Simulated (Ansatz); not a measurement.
A nudged elastic band was laid between two geometries of a periodic cell of 21 atoms, H₄W₈C₉ (surface WC(001), adsorbate CH4).

These are results of DFT PBE-D3(BJ), scalar-relativistic, plane waves, PAW (Ansatz), not measurements. Settings: cutoff 420 eV, k mesh 5x5x1, fermi-dirac smearing 0.15 eV, no spin polarisation.

```yaml
movable_images: 5
climbing_image: yes
spring: 10.0 eV/Å²
optimiser: quadratic models (default)
start_path: straight line
force_threshold: 0.05 eV/Å
iteration_limit: 80
end_points: relaxed
atoms_held: 1, 5, 9, 13
```

First end point:

```xyz
21
Lattice="5.8072 0.0000 0.0000 -2.9036 5.0292 0.0000 0.0000 0.0000 15.2420" Properties=species:S:1:pos:R:3
W 0.000 0.000 1.000
C 1.452 0.838 2.317
W 0.000 -0.001 3.860
C 1.452 0.838 4.966
W -1.452 2.515 1.000
C 0.000 3.353 2.317
W -1.452 2.515 3.861
C 0.000 3.355 4.969
W 2.904 0.000 1.000
C 4.356 0.838 2.317
W 2.904 0.000 3.857
C 4.355 0.837 4.968
W 1.452 2.515 1.000
C 2.904 3.353 2.318
W 1.452 2.515 3.860
C 2.903 3.353 4.972
C 2.732 0.789 7.997
H 3.145 1.638 7.441
H 1.710 0.595 7.651
H 3.347 -0.099 7.809
H 2.722 1.018 9.068
```

Last end point:

Only the atoms that move by more than 0.05 Å are listed.
```
C17 1.280 3.303 7.997
H18 1.693 4.153 7.441
H19 0.258 3.110 7.651
H20 1.895 2.416 7.809
H21 1.271 3.533 9.068
```

Question: Which bonds break or form, and what moves?

Answer: The atom that moves furthest is H21, by 2.90 Å; four of its nearest neighbours are C17 1.10, H18 1.79, H19 1.79, H20 1.79 Å at the first end and C17 1.10, H18 1.79, H19 1.79, H20 1.79 Å at the last.

Question: What energy profile does the band end with?

Answer: The forces met the threshold. The highest image is number 2 of 0 to 6, 0.005 eV above the ends, which have the same energy within 2 meV. The top lies less than 8 meV above the higher end, about what the thresholds resolve: the motion is nearly free. By the program's own check the climbing image is of a kind that is not told: the force calls were inconclusive, a negative curvature could not be distinguished from the path's own, the only one lies far off the path, or fixed occupations may fill a level only in part (lowest curvatures found: -0.01 and 0.01 eV/Å²). Limits of this set-up: coarse k mesh, thin slab, slab without dipole correction, a typed lattice constant that wasn't relaxed here.

```csv
image,path coordinate (Å),energy (eV)
0,0.00,0.000
1,1.12,0.002
2,2.24,0.005
3,3.32,0.003
4,4.40,0.001
5,5.47,0.000
6,6.55,0.000
```

Question: What is the geometry of the highest image?

Answer: 
```xyz
21
Lattice="5.8072 0.0000 0.0000 -2.9036 5.0292 0.0000 0.0000 0.0000 15.2420" Properties=species:S:1:pos:R:3
W 0.000 0.000 1.000
C 1.452 0.838 2.317
W -0.001 0.000 3.860
C 1.451 0.839 4.965
W -1.452 2.515 1.000
C 0.000 3.353 2.317
W -1.452 2.515 3.861
C 0.001 3.352 4.969
W 2.904 0.000 1.000
C 4.355 0.838 2.318
W 2.904 0.000 3.860
C 4.355 0.838 4.971
W 1.452 2.515 1.000
C 2.904 3.353 2.317
W 1.451 2.515 3.857
C 2.902 3.353 4.969
C 2.240 1.655 8.039
H 2.646 2.513 7.490
H 1.195 1.507 7.744
H 2.819 0.760 7.789
H 2.296 1.845 9.116
```

Run time: 9.4 min on 4 threads of Intel(R) Xeon(R) Platinum 8488C (Sapphire Rapids) (shared host), peak memory 4.2 GiB.
